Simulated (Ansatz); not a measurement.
Reaction (ligand exchange at the Si–C bond): `F[SiH2]C[SiH2]F` + acetic acid → `CC(=O)O[SiH2]F` + `C[SiH2]F`

Calculated with Ansatz (gas phase, PBE0-D4/def2-TZVP geometries, no zero-point term in ΔE). CCSD(T)/CBS adds triple-zeta CCSD(T) − MP2 to the extrapolated MP2 energy (def2 sets, frozen cores). DFT in def2-TZVPP. B3LYP here is the variant with VWN-RPA as its local correlation; programs differ in this. HSE06 is defined as in plane-wave codes. Each species was taken in one conformer, which may not be the lowest.

```tsv
level	ΔE (kcal/mol)	difference from CCSD(T)/CBS
LDA (SPW92)	-19.1	2.2
PBE-D4	-18.3	3.0
BLYP-D4	-20.7	0.6
r2SCAN-D4	-20.8	0.5
B97M-V	-21.4	-0.1
PBE0-D4	-19.0	2.3
B3LYP-D4	-21.2	0.1
r2SCANh-D4	-20.9	0.4
r2SCAN0-D4	-20.9	0.4
BHLYP-D4	-22.2	-0.9
CAM-B3LYP-D4	-21.8	-0.5
ωB97X-V	-20.7	0.6
ωB97M-V	-20.9	0.4
B2PLYP	-21.8	-0.5
PBE-QIDH	-20.5	0.8
revPBE	-18.0	3.3
BLYP	-20.8	0.5
PBE0	-19.1	2.2
B3LYP	-21.3	0.0
r2SCANh	-20.9	0.4
r2SCAN0	-21.0	0.3
HSE06	-19.0	2.3
BHLYP	-22.5	-1.2
CAM-B3LYP	-21.9	-0.6
LC-ωPBE	-19.6	1.7
RPA@PBE/def2-TZVPP	-21.3	0.0
HF/def2-SVP	-21.3	0.0
CCSD/def2-SVP	-19.9	1.4
CCSD(T)/def2-SVP	-19.8	1.5
HF/def2-TZVPP	-23.8	-2.5
MP2/def2-TZVPP	-21.5	-0.2
SCS-MP2/def2-TZVPP	-22.1	-0.8
CCSD/def2-TZVPP	-21.6	-0.3
CCSD(T)/def2-TZVPP	-21.4	-0.1
HF/def2-QZVPP	-24.1	-2.8
MP2/def2-QZVPP	-21.5	-0.2
SCS-MP2/def2-QZVPP	-22.1	-0.8
HF/CBS(def2)	-24.1	-2.8
MP2/CBS(def2)	-21.4	-0.1
CCSD/CBS(def2)	-21.5	-0.2
CCSD(T)/CBS	-21.3	0
```

What do rigid-rotor, harmonic-oscillator terms from PBE0-D4/def2-TZVP frequencies (298.15 K, 1 bar) make of the CCSD(T)/CBS value? (An estimate is asked.)

Ansatz gave: ΔZPE = -0.3 kcal/mol, ΔH = -21.6 kcal/mol, ΔS = -8 J/(mol·K), ΔG = -21.0 kcal/mol. Modes under 50 cm⁻¹ make the entropy rough.

Largest T1 diagnostic among the species: 0.015.

At CCSD(T), def2-SVP lies +1.5 kcal/mol from the extrapolated value and def2-TZVPP −0.1 kcal/mol. From BLYP to BHLYP (50 % exact exchange), in def2-TZVPP and without D4, ΔE moves by −1.8 kcal/mol. In def2-TZVPP, CCSD(T) changes the Hartree–Fock value by +2.4 kcal/mol (the triples alone add +0.2 kcal/mol) and MP2 by +2.3 kcal/mol.

CCSD(T)/CBS has its own doubt, a few kJ/mol and more with outer-core shells, so smaller differences from it don't rank the levels.
